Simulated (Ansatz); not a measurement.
**Harmonic thermodynamics of TiAl₃**

Theory: DFT PBE, scalar-relativistic, plane waves, PAW in Ansatz. Settings: 420 eV plane-wave cutoff, Γ-centred 12×12×12 mesh, Fermi-Dirac smearing of 0.15 eV. No spin polarisation. Phonons by linear response, acoustic sum rule imposed.

Relaxed structure:
Space group Pm-3m (No. 221). a = 3.982 Å, b = 3.982 Å, c = 3.982 Å, α = 90.00°, β = 90.00°, γ = 90.00°
```csv
atom,site,symmetry,x,y,z
Ti,1a,m-3m,0.0000,0.0000,0.0000
Al,3c,4/mm.m,0.5000,0.5000,0.0000
```

It was relaxed at this level from a Materials Project cell. In a metal, frequencies and elastic constants depend on the k mesh and the smearing, soft modes and shear constants most. The q mesh is coarse, so values between its points are rough.

Force constants from linear response on a 2×2×2 q mesh, interpolated to a fine mesh.

Phonon density of states, in bins of 5 cm⁻¹:
```json
{"bin centre (cm⁻¹)": "2.5", "share of modes (%)": "0.0"}
{"bin centre (cm⁻¹)": "7.5", "share of modes (%)": "0.0"}
{"bin centre (cm⁻¹)": "12.5", "share of modes (%)": "0.0"}
{"bin centre (cm⁻¹)": "17.5", "share of modes (%)": "0.0"}
{"bin centre (cm⁻¹)": "22.5", "share of modes (%)": "0.0"}
{"bin centre (cm⁻¹)": "27.5", "share of modes (%)": "0.0"}
{"bin centre (cm⁻¹)": "32.5", "share of modes (%)": "0.0"}
{"bin centre (cm⁻¹)": "37.5", "share of modes (%)": "0.0"}
{"bin centre (cm⁻¹)": "42.5", "share of modes (%)": "0.0"}
{"bin centre (cm⁻¹)": "47.5", "share of modes (%)": "0.0"}
{"bin centre (cm⁻¹)": "52.5", "share of modes (%)": "0.1"}
{"bin centre (cm⁻¹)": "57.5", "share of modes (%)": "0.1"}
{"bin centre (cm⁻¹)": "62.5", "share of modes (%)": "0.1"}
{"bin centre (cm⁻¹)": "67.5", "share of modes (%)": "0.1"}
{"bin centre (cm⁻¹)": "72.5", "share of modes (%)": "0.1"}
{"bin centre (cm⁻¹)": "77.5", "share of modes (%)": "0.1"}
{"bin centre (cm⁻¹)": "82.5", "share of modes (%)": "0.2"}
{"bin centre (cm⁻¹)": "87.5", "share of modes (%)": "0.2"}
{"bin centre (cm⁻¹)": "92.5", "share of modes (%)": "0.2"}
{"bin centre (cm⁻¹)": "97.5", "share of modes (%)": "0.3"}
{"bin centre (cm⁻¹)": "102.5", "share of modes (%)": "0.3"}
{"bin centre (cm⁻¹)": "107.5", "share of modes (%)": "0.3"}
{"bin centre (cm⁻¹)": "112.5", "share of modes (%)": "0.4"}
{"bin centre (cm⁻¹)": "117.5", "share of modes (%)": "0.4"}
{"bin centre (cm⁻¹)": "122.5", "share of modes (%)": "0.5"}
{"bin centre (cm⁻¹)": "127.5", "share of modes (%)": "0.5"}
{"bin centre (cm⁻¹)": "132.5", "share of modes (%)": "0.6"}
{"bin centre (cm⁻¹)": "137.5", "share of modes (%)": "0.7"}
{"bin centre (cm⁻¹)": "142.5", "share of modes (%)": "0.8"}
{"bin centre (cm⁻¹)": "147.5", "share of modes (%)": "0.9"}
{"bin centre (cm⁻¹)": "152.5", "share of modes (%)": "1.1"}
{"bin centre (cm⁻¹)": "157.5", "share of modes (%)": "1.3"}
{"bin centre (cm⁻¹)": "162.5", "share of modes (%)": "1.7"}
{"bin centre (cm⁻¹)": "167.5", "share of modes (%)": "2.3"}
{"bin centre (cm⁻¹)": "172.5", "share of modes (%)": "2.5"}
{"bin centre (cm⁻¹)": "177.5", "share of modes (%)": "1.4"}
{"bin centre (cm⁻¹)": "182.5", "share of modes (%)": "1.9"}
{"bin centre (cm⁻¹)": "187.5", "share of modes (%)": "2.7"}
{"bin centre (cm⁻¹)": "192.5", "share of modes (%)": "3.0"}
{"bin centre (cm⁻¹)": "197.5", "share of modes (%)": "3.0"}
{"bin centre (cm⁻¹)": "202.5", "share of modes (%)": "2.4"}
{"bin centre (cm⁻¹)": "207.5", "share of modes (%)": "1.8"}
{"bin centre (cm⁻¹)": "212.5", "share of modes (%)": "1.7"}
{"bin centre (cm⁻¹)": "217.5", "share of modes (%)": "1.8"}
{"bin centre (cm⁻¹)": "222.5", "share of modes (%)": "2.2"}
{"bin centre (cm⁻¹)": "227.5", "share of modes (%)": "2.7"}
{"bin centre (cm⁻¹)": "232.5", "share of modes (%)": "2.9"}
{"bin centre (cm⁻¹)": "237.5", "share of modes (%)": "2.8"}
{"bin centre (cm⁻¹)": "242.5", "share of modes (%)": "3.1"}
{"bin centre (cm⁻¹)": "247.5", "share of modes (%)": "2.4"}
{"bin centre (cm⁻¹)": "252.5", "share of modes (%)": "2.3"}
{"bin centre (cm⁻¹)": "257.5", "share of modes (%)": "2.4"}
{"bin centre (cm⁻¹)": "262.5", "share of modes (%)": "2.3"}
{"bin centre (cm⁻¹)": "267.5", "share of modes (%)": "2.8"}
{"bin centre (cm⁻¹)": "272.5", "share of modes (%)": "3.2"}
{"bin centre (cm⁻¹)": "277.5", "share of modes (%)": "1.8"}
{"bin centre (cm⁻¹)": "282.5", "share of modes (%)": "2.1"}
{"bin centre (cm⁻¹)": "287.5", "share of modes (%)": "1.9"}
{"bin centre (cm⁻¹)": "292.5", "share of modes (%)": "2.0"}
{"bin centre (cm⁻¹)": "297.5", "share of modes (%)": "1.3"}
{"bin centre (cm⁻¹)": "302.5", "share of modes (%)": "1.3"}
{"bin centre (cm⁻¹)": "307.5", "share of modes (%)": "2.1"}
{"bin centre (cm⁻¹)": "312.5", "share of modes (%)": "3.3"}
{"bin centre (cm⁻¹)": "317.5", "share of modes (%)": "3.6"}
{"bin centre (cm⁻¹)": "322.5", "share of modes (%)": "4.3"}
{"bin centre (cm⁻¹)": "327.5", "share of modes (%)": "4.8"}
{"bin centre (cm⁻¹)": "332.5", "share of modes (%)": "3.0"}
{"bin centre (cm⁻¹)": "337.5", "share of modes (%)": "2.3"}
{"bin centre (cm⁻¹)": "342.5", "share of modes (%)": "1.1"}
{"bin centre (cm⁻¹)": "347.5", "share of modes (%)": "0.2"}
```

Task: How much zero-point energy does an atom carry?

Result: 45.4 meV.

Task: How large are the vibrational entropy and heat capacity at 300 K?

Result: S = 2.83 k_B and C_V = 2.66 k_B per atom, 89 % of the Dulong–Petit value.

Task: Tabulate them against temperature.

Result:
```
T (K)  F_vib (meV/atom)  S (k_B/atom)  C_V (k_B/atom)
  100              44.1          0.55            1.23
  200              33.9          1.81            2.32
  300              13.7          2.83            2.66
  400             -14.2          3.61            2.80
  500             -48.1          4.25            2.87
  600             -87.1          4.77            2.91
  700            -130.2          5.23            2.93
  800            -177.0          5.62            2.95
  900            -226.9          5.97            2.96
 1000            -279.7          6.28            2.97
```
